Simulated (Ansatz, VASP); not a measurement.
## TiB2: VASP beside Ansatz

Contents of INCAR:

```
PREC     = Accurate       # precision mode
ENCUT    = 520            # plane-wave cutoff, eV
EDIFF    = 1E-7           # SCF threshold, eV
ISMEAR   = -1             # smearing method
SIGMA    = 0.05           # smearing width, eV
LREAL    = False          # projectors in reciprocal space
LASPH    = True           # aspherical terms in the spheres
NELM     = 100            # most SCF steps
ALGO     = Normal         # electronic algorithm
ISIF     = 2              # what is computed and relaxed
LWAVE    = False          # write WAVECAR
LCHARG   = False          # write CHGCAR
GGA      = PE             # functional
NBANDS   = 16             # bands
```

Contents of KPOINTS:

```
Automatic mesh
0
Gamma
  10 10 8
```

File POSCAR:

```
TiB2
1.0
    3.0292000000      0.0000000000      0.0000000000
   -1.5146000000      2.6233641531      0.0000000000
    0.0000000000      0.0000000000      3.2284000000
Ti B
1 2
Direct
   -0.0033710000     -0.0139150000     -0.0152660000
    0.6563980000      0.3134780000      0.5027410000
    0.3314890000      0.6664920000      0.4940860000
```

Contents of input.yaml:

```yaml
crystal:
  lattice:
    - [3.0292, 0.0, 0.0]
    - [-1.5146, 2.6233641531, 0.0]
    - [0.0, 0.0, 3.2284]
  atoms:
    - { symbol: Ti, position: [-0.003371, -0.013915, -0.015266] }
    - { symbol: B, position: [0.656398, 0.313478, 0.502741] }
    - { symbol: B, position: [0.331489, 0.666492, 0.494086] }
kpoints:
  mp_grid: { grid: [10, 10, 8] }
scf:
  occupations: { method: fermi_dirac, width: 0.05 }
hamiltonian:
  xc: pbe
  pseudopotentials: { kind: all_electron, lapw: { basis_error: 0.001 } }
output:
  forces: true
  stress: true
  eigenvalues: true
  populations: true
```

Change from the starting cell: atoms moved at random, drawn with an rms of 0.05 Å.

Alike in both runs: task single point; functional PBE; k mesh 10 × 10 × 8; occupations fermi-dirac, width 0.05 eV; no spin polarisation.

|  | VASP | Ansatz |
| --- | --- | --- |
| version | VASP 6.6.1 | Ansatz 0.2.0 |
| potentials or method | VASP PAW PBE potentials, release 64 (Ti_sv, B) | all-electron LAPW, scalar-relativistic |
| plane-wave cutoff (eV) | 520 | see its input |

VASP gave:

```
gap on the k mesh at the Fermi level (eV)       : none
pressure (GPa)                                  : 1.1
largest component of the traceless stress (GPa) : 1.66
rms of the force components (eV/Å)              : 0.495
```

Problem. Estimate Ansatz's values.

Solution. gap on the k mesh at the Fermi level (eV): none; pressure (GPa): 0.9; largest component of the traceless stress (GPa): 1.62; rms of the force components (eV/Å): 0.492.

Atom by atom the forces differ by 0.003 eV/Å (rms over components). A gap of «none» marks a metal or a gap that the smearing closes. Ansatz ran all-electron here, so the differences hold the error of VASP's frozen core and of both bases.
